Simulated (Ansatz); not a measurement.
**What a trial cell of Ge relaxes into**

Level of theory: DFT PBE, scalar-relativistic, plane waves, PAW (Ansatz 0.2.0). Cutoff 420 eV, Gaussian smearing, Γ-centred meshes. Cell and atoms relax first on a coarse mesh and then on a finer one. In between, the cell is made exact in the group found at 0.06 Å. In metals the finer mesh still leaves noise of several meV/atom or more. The steps can't lower the symmetry of their start. No spin polarisation.

Recipe of this trial structure of Ge: 4-, 6-connected net of one element (Cmmm, No. 65). Its size is a rough estimate.

```cif
data_structure
_symmetry_space_group_name_H-M 'Cmmm'
_symmetry_Int_Tables_number 65
_cell_length_a 5.1601
_cell_length_b 11.0054
_cell_length_c 3.6671
_cell_angle_alpha 90.000
_cell_angle_beta 90.000
_cell_angle_gamma 90.000
_cell_volume 208.25
loop_
_atom_site_label
_atom_site_type_symbol
_atom_site_symmetry_multiplicity
_atom_site_Wyckoff_symbol
_atom_site_fract_x
_atom_site_fract_y
_atom_site_fract_z
_atom_site_occupancy
Ge1 Ge 8 q 0.21178 0.10986 0.50000 1
Ge2 Ge 4 e 0.25000 0.25000 0.00000 1
```

Energies count from the standard state of Ge at the same level.

Question: What does it relax into?

Answer: The symmetry goes from Cmmm (No. 65) to Pmmm (No. 47), and the primitive cell from 6 to 3 atoms. The volume per atom grows by 28.1 %, from 17.4 to 22.2 Å³. The shortest distance goes from 2.19 Å (Ge–Ge) to 2.60 Å (Ge–Ge). The energy falls by about 0.53 eV/atom (the start's value is from the coarse mesh). The end is written in a standard setting, so origin, axes and order of atoms can differ from the start's. Conventional cell: a = 2.734 Å, b = 4.121 Å, c = 5.919 Å. Around Ge on a site of symmetry mm2 lie 5 Ge at 2.60–2.73 Å; around Ge on a site of symmetry mmm lie 6 Ge at 2.65–2.73 Å.

```xyz
3
Lattice="2.7344 0.0000 0.0000 0.0000 4.1215 0.0000 0.0000 0.0000 5.9194" Properties=species:S:1:pos:R:3 pbc="T T T"
Ge    1.3672    2.0607    4.6204
Ge    1.3672    2.0607    1.2990
Ge    1.3672    0.0000    2.9597
```

Question: How does it come out in energy, and is it a metal?

Answer: The energy over the standard state is +0.30 eV/atom and the gap on the 18×12×8 mesh of the 3-atom cell is 0 eV (a metal).

It lies above the standard state, so it could only be metastable.

The last run used Gaussian smearing of 0.10 eV. A structure relaxed within its symmetry needn't be a true minimum. In all, the 3 runs took 7.5 min on 1 thread of Arm Neoverse V2 (shared host). Another cell of Ge relaxed alike, in P6_522, lies 194 meV/atom lower, so this cell isn't the stable form at this level.
